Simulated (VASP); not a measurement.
The system is Li.

```xyz
12
Lattice="3.5311 2.0387 6.0220 -3.5311 2.0387 6.0220 0.0000 -4.0774 6.0220" Properties=species:S:1:pos:R:3 pbc="T T T"
Li   -2.2720    1.3117    4.0588
Li    0.0000   -2.6235    4.0588
Li    2.2720    1.3117    4.0588
Li    2.2720   -1.3117   14.0073
Li   -2.2720   -1.3117   14.0073
Li    0.0000    2.6235   14.0073
Li   -1.4457    0.8347    6.4614
Li    0.0000   -1.6694    6.4614
Li    1.4457    0.8347    6.4614
Li    1.4457   -0.8347   11.6047
Li   -1.4457   -0.8347   11.6047
Li    0.0000    1.6694   11.6047
```

The cell was built by a generator and needn't be a form met in nature.

```yaml
Program: VASP 6.6.1
Task: relaxation of cell and atoms
Functional: PBE
Potentials_or_basis: VASP PAW PBE potentials, release 64 (Li_sv)
Cutoff: 600 eV
k_mesh: 3 × 3 × 3
Occupations: gaussian, width 0.1 eV
Spin: no spin polarisation
```

At the start: pressure 3.8 GPa; volume 21.68 Å³/atom.

How do energy, volume and symmetry change on relaxing?

Over 20 steps the energy falls by 225.7 meV/atom and the volume is 24.01 Å³/atom (+10.8 %); space group R-3m (No. 166, to 0.05 Å).

Step by step:
```csv
step,energy change (eV),largest force (eV/Å),pressure (GPa),volume (Å³)
1,0.0000,0.8492,3.85,260.11
2,-0.6618,0.5539,2.37,280.19
3,-1.2400,0.4193,-0.41,346.55
4,-1.2637,0.3821,-0.09,335.89
5,-1.2644,0.3751,-0.03,333.85
6,-1.3389,0.3162,-0.09,336.09
7,-1.4680,0.2608,-0.28,342.53
8,-1.4863,0.2804,-0.38,345.53
9,-1.5769,0.2617,-0.24,338.47
10,-1.7195,0.3618,0.29,317.80
11,-1.7912,0.3874,0.22,315.88
12,-2.0408,0.4452,0.03,309.89
13,-2.3547,0.3844,0.01,296.92
14,-2.4704,0.2963,-0.06,294.94
15,-2.5315,0.2211,-0.10,292.26
16,-2.6344,0.1954,0.11,289.28
17,-2.6454,0.1826,0.22,287.65
18,-2.6960,0.0922,-0.07,290.81
19,-2.6999,0.0680,-0.17,291.96
20,-2.7089,0.0388,-0.06,288.12
```

Final structure:
```cif
data_structure
_symmetry_space_group_name_H-M 'P 1'
_symmetry_Int_Tables_number 1
_cell_length_a 8.2351
_cell_length_b 8.2351
_cell_length_c 8.2351
_cell_angle_alpha 48.584
_cell_angle_beta 48.584
_cell_angle_gamma 48.584
_cell_volume 288.12
loop_
_atom_site_label
_atom_site_type_symbol
_atom_site_fract_x
_atom_site_fract_y
_atom_site_fract_z
_atom_site_occupancy
Li1 Li 0.08415 0.51994 0.08415 1
Li2 Li 0.08415 0.08415 0.51994 1
Li3 Li 0.51994 0.08415 0.08415 1
Li4 Li 0.91585 0.48006 0.91585 1
Li5 Li 0.48006 0.91585 0.91585 1
Li6 Li 0.91585 0.91585 0.48006 1
Li7 Li 0.22979 0.62693 0.22980 1
Li8 Li 0.22979 0.22979 0.62693 1
Li9 Li 0.62693 0.22979 0.22980 1
Li10 Li 0.77021 0.37307 0.77020 1
Li11 Li 0.37307 0.77021 0.77020 1
Li12 Li 0.77021 0.77021 0.37307 1
```

Caveat: the k mesh is coarse (spacing up to 0.36 Å⁻¹), so the values aren't converged; the cutoff is under 1.25 times the usual one of these potentials, so pressure, stress and relaxed cells hold a basis-set (Pulay) error.
